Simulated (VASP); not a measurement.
## VASP 6.6.1 run: NaH

INCAR

```
EDIFF = 1E-7
ENCUT = 520
PREC = Accurate
SIGMA = 0.02
LREAL = .FALSE.
ISMEAR = -1
LCHARG = .FALSE.
NBANDS = 11
ISIF = 2
LASPH = .TRUE.
NSW = 0
NELM = 87
METAGGA = MS2
IBRION = -1
LWAVE = .FALSE.
```

KPOINTS

```
KPOINTS created by Atomic Simulation Environment
0
Gamma
10 10 10
0 0 0
```

POSCAR

```
Na H
 1.0000000000000000
     0.0000000000000000    2.3975116422000000    2.3975116422000000
     2.4085401958000001    0.0000000000000000    2.3975116422000000
     2.4085401958000001    2.3975116422000000    0.0000000000000000
 Na  H
   1   1
Cartesian
  0.0000000000000000  0.0000000000000000  0.0000000000000000
  2.4085401958000001  2.3975116422000000  2.3975116422000000
```

The recommended PBE PAW datasets give the neutral cell 8 valence electrons.

Command

```
mpirun -np 1 vasp_std
```

Task: How does this run end, and what does it give?

Result: It converged. Results: gap between bands v and c on the k mesh 4.28 eV; least direct gap on the k mesh 5.10 eV; pressure -0.5 GPa. Band v is the last that the valence electrons fill when counted band by band, and c is the next.

OSZICAR

```
N       E                     dE             d eps       ncg     rms          rms(c)
DAV:   1     0.329721609094E+02    0.32972E+02   -0.44872E+03  2262   0.724E+02
DAV:   2    -0.813130674345E+01   -0.41103E+02   -0.40455E+02  2313   0.193E+02
DAV:   3    -0.937584878948E+01   -0.12445E+01   -0.12426E+01  2719   0.334E+01
DAV:   4    -0.938441861810E+01   -0.85698E-02   -0.85691E-02  2584   0.279E+00
DAV:   5    -0.938449748157E+01   -0.78863E-04   -0.78862E-04  2643   0.273E-01    0.275E+00
DAV:   6    -0.881875828515E+01    0.56574E+00   -0.43830E-01  2244   0.763E+00    0.187E+00
DAV:   7    -0.873932983786E+01    0.79428E-01   -0.11907E+00  2250   0.478E+00    0.130E+00
DAV:   8    -0.872214922833E+01    0.17181E-01   -0.10144E-01  2373   0.164E+00    0.365E-01
DAV:   9    -0.869586436561E+01    0.26285E-01   -0.38386E-02  2250   0.103E+00    0.288E-01
DAV:  10    -0.869111243513E+01    0.47519E-02   -0.52135E-03  2466   0.310E-01    0.595E-02
DAV:  11    -0.869065929043E+01    0.45314E-03   -0.33256E-04  2454   0.866E-02    0.145E-02
DAV:  12    -0.869063395363E+01    0.25337E-04   -0.46472E-05  2439   0.368E-02    0.477E-03
DAV:  13    -0.869063848780E+01   -0.45342E-05   -0.10581E-06  2616   0.829E-03    0.276E-03
DAV:  14    -0.869064201966E+01   -0.35319E-05   -0.22097E-07  2544   0.321E-03    0.114E-03
DAV:  15    -0.869064209013E+01   -0.70462E-07   -0.19994E-07  2313   0.226E-03
   1 F= -.86906421E+01 E0= -.86906421E+01  d E =-.177559E-13
```

For comparison, a separate PBE run of the intended cell, on usual settings and not on those above, gives a gap of 3.81 eV on its mesh and a pressure of 0.4 GPa.
